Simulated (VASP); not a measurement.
HgSe (zincblende): one PBE relaxation of cell and atoms in two programs

Start cell

```yaml
crystal:
  lattice:
    - [0.00000, 2.85269, 2.85269]
    - [2.85269, 0.00000, 2.85269]
    - [2.85269, 2.85269, 0.00000]
  atoms:
    - { symbol: Hg, position: [0.00000, 0.00000, 0.00000] }
    - { symbol: Se, position: [0.25000, 0.25000, 0.25000] }
```

The two codes use different PAW datasets and cutoffs. VASP's cell holds 18 valence electrons and Ansatz's 36.

Cutoffs: 600 eV in VASP, 420 eV in Ansatz. k meshes: 8×8×8 and 8×8×8.

```json
{"": "relaxed cell vector lengths", "VASP": "4.433, 4.433, 4.433 Å", "Ansatz": "4.426, 4.426, 4.426 Å"}
{"": "relaxed cell volume", "VASP": "61.61 Å³", "Ansatz": "61.31 Å³"}
```
